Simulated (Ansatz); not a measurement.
The calculation used Ansatz 0.2.0, DFT, PBE, PAW with Ansatz's default frozen-core files, scalar-relativistic.

Fixed geometries (conventional cell, sites, source; prototypes and MP cells may be hypothetical) and settings:

AgBr: Fm-3m, a = 5.77 Å, b = 5.77 Å, c = 5.77 Å, α = 90.00°, β = 90.00°, γ = 90.00°; Ag 4b (0.500 0.000 0.000), Br 4a (0.000 0.000 0.000); COD 9011682, reported; 7×7×7 k mesh, smearing 0.03 eV, no spin
RbBr: Fm-3m, a = 6.86 Å, b = 6.86 Å, c = 6.86 Å, α = 90.00°, β = 90.00°, γ = 90.00°; Rb 4a (0.000 0.000 0.000), Br 4b (0.500 0.000 0.000); COD 1010048, reported, may be off; 6×6×6 k mesh, smearing 0.02 eV, no spin
KBr: Fm-3m, a = 6.58 Å, b = 6.58 Å, c = 6.58 Å, α = 90.00°, β = 90.00°, γ = 90.00°; K 4a (0.000 0.000 0.000), Br 4b (0.500 0.000 0.000); COD 1010046, reported, may be off; 7×7×7 k mesh, smearing 0.01 eV, no spin
LiBr: Fm-3m, a = 5.51 Å, b = 5.51 Å, c = 5.51 Å, α = 90.00°, β = 90.00°, γ = 90.00°; Li 4a (0.000 0.000 0.000), Br 4b (0.500 0.000 0.000); rocksalt type, relaxed by us; 12×12×12 k mesh, smearing 0.08 eV, no spin

Semilocal functionals give too small gaps and can close them; gaps under 0.4 eV may also close off the mesh.

The table gives the Bader charge on Br.

```tsv
compound	charge	gap
AgBr (Fm-3m)	-0.47 e	0.68 eV
RbBr (Fm-3m)	-0.82 e	4.36 eV
KBr (Fm-3m)	-0.82 e	4.45 eV
LiBr (Fm-3m)	-0.90 e	4.91 eV
```
